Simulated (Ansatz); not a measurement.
# HfO2: a trigonal deformation path

An exercise on one series of results from a longer session: the logs are not shown, and one member is left open.

Method: DFT PBE, scalar-relativistic, plane waves, PAW, in Ansatz 0.2.0.

### The system as given

Symmetry: Fm-3m, No. 225, cubic system. The conventional cell has a = 5.115 Å, b = 5.115 Å, c = 5.115 Å, α = 90.00°, β = 90.00°, γ = 90.00°. Hf (site symmetry m-3m) is surrounded by 8 O at 2.21 Å. O (site symmetry -43m) is surrounded by 4 Hf at 2.21 Å.

Coordinates:

```cif
data_structure
_symmetry_space_group_name_H-M 'Fm-3m'
_symmetry_Int_Tables_number 225
_cell_length_a 5.1150
_cell_length_b 5.1150
_cell_length_c 5.1150
_cell_angle_alpha 90.000
_cell_angle_beta 90.000
_cell_angle_gamma 90.000
_cell_volume 133.82
loop_
_atom_site_label
_atom_site_type_symbol
_atom_site_symmetry_multiplicity
_atom_site_Wyckoff_symbol
_atom_site_fract_x
_atom_site_fract_y
_atom_site_fract_z
_atom_site_occupancy
Hf1 Hf 4 a 0.00000 0.00000 0.00000 1
O1 O 8 c 0.25000 0.75000 0.75000 1
```

The cell is taken as given, not relaxed at this level.

The first run:

At fixed volume and fractional coordinates, lengths along (0.577, 0.577, 0.577) are scaled against those across it; ρ is that ratio over its starting value.

File input.yaml:

```yaml
crystal:
  lattice:
    - [-1.074082695, 2.1481653901, 2.1481653901]
    - [2.1481653901, -1.074082695, 2.1481653901]
    - [2.1481653901, 2.1481653901, -1.074082695]
  atoms:
    - { symbol: Hf, position: [0.0, 0.0, 0.0] }
    - { symbol: O, position: [0.25, 0.25, 0.25] }
    - { symbol: O, position: [0.75, 0.75, 0.75] }
basis:
  ecutwfc: 420
kpoints:
  mp_grid: { grid: [8, 8, 8] }
hamiltonian:
  xc: pbe
scf:
  occupations: { method: gaussian, width: 0.05 }
output:
  forces: true
  stress: true
  eigenvalues: true
```

Steps of the session up to this table: At ρ = 0.500; At ρ = 2.000; Point ρ = 0.710; ρ = 1.410; At ρ = 0.600; ρ = 0.850; Point ρ = 1.200; At ρ = 1.700; At ρ = 0.930; At ρ = 1.080.

One table of the session follows, with a row left open; its other results are not shown here.

```
    ρ  ΔE (meV/atom)  pressure (GPa)  gap on the mesh (eV)
0.500         8141.9           207.6                  0.00
0.600         3484.1           135.4                  1.19
0.710         1049.9            49.8                  3.66
0.850          148.6             6.8                  3.97
0.930           23.8            -0.8                  3.77
1.000            0.0            -2.5                  3.72
1.080           19.1            -0.9                  3.77
1.200           83.1             5.2                  3.93
1.410          196.5            19.4                  3.70
1.700              ?               ?                     ?
2.000          813.1            50.4                  2.88
```

Q: Estimate the row for ρ = 1.700 from the others.

Worked estimate for «ΔE (meV/atom)». A straight line through the neighbours (1.410, 196.5) and (2.000, 813.1) gives 196.5 + (813.1 − 196.5) × (1.700 − 1.410) / (2.000 − 1.410) = 499.6; a parabola fitted to 3 rows on both sides gives 444.6.

**Answer.** ΔE (meV/atom): 404.1; pressure (GPa): 36.7; gap on the mesh (eV): 3.43. In «ΔE (meV/atom)» the line misses by +95.5 and the parabola by +40.5.

Where the gap reads zero, the mesh chosen for the insulator is on the coarse side.
